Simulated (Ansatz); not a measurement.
Set up this calculation in Ansatz 0.2.0, as the native input.

- Task: density of states
- Functional: PBEsol
- Potentials or basis: all-electron LAPW, scalar-relativistic
- Cutoff: 269 eV (chosen from the basis error)
- Basis error allowed: 0.001 eV/atom
- k mesh: 10 × 10 × 8
- Occupations: fermi-dirac, width 0.05 eV
- Spin: collinear spin, ferromagnetic start
- Starting moments: [1.0, 1.0] μB

The system is TiNi.

```
CELL_PARAMETERS angstrom
2.73580 0.00000 0.00000
0.00000 2.73580 0.00000
0.00000 0.00000 3.58141
ATOMIC_POSITIONS crystal
Ni 0.00000 0.00000 0.00000
Ti 0.50000 0.50000 0.50000
```

The cell comes from a database or a generator and needn't be the stable form of this composition.

The input as run:

input.yaml

```yaml
crystal:
  lattice:
    - [2.735803, 0.0, 0.0]
    - [0.0, 2.735803, 0.0]
    - [0.0, 0.0, 3.58141]
  atoms:
    - { symbol: Ni, position: [0.0, 0.0, 0.0], spin: 1.0 }
    - { symbol: Ti, position: [0.5, 0.5, 0.5], spin: 1.0 }
kpoints:
  mp_grid: { grid: [10, 10, 8] }
scf:
  occupations: { method: fermi_dirac, width: 0.05 }
hamiltonian:
  xc: pbesol
  pseudopotentials: { kind: all_electron, lapw: { basis_error: 0.001 } }
magnetization:
  spin_polarized: true
output:
  forces: true
  stress: true
  eigenvalues: true
  dos: { projected: false, de: 0.2, e_range: [-14, 8] }
```

Potentials or basis: all-electron LAPW, scalar-relativistic.

Command:

```console
$ ansatz run input.yaml --threads 2 --pin off --max-ram 6144MiB --backend cpu --events-out ev --progress --plain --runs-dir out
```

Results of the run:

```yaml
Pressure: -6.3 GPa
Band_gap_on_the_k_mesh: none (metal or under the smearing width)
Net_moment: 0.00 μB per cell
Absolute_moment: 0.00 μB per cell
```

Caveat: the starting moments weren't kept.

It took 36 s on 2 threads of Arm Neoverse V1, on a shared host, peak memory 0.62 GiB.
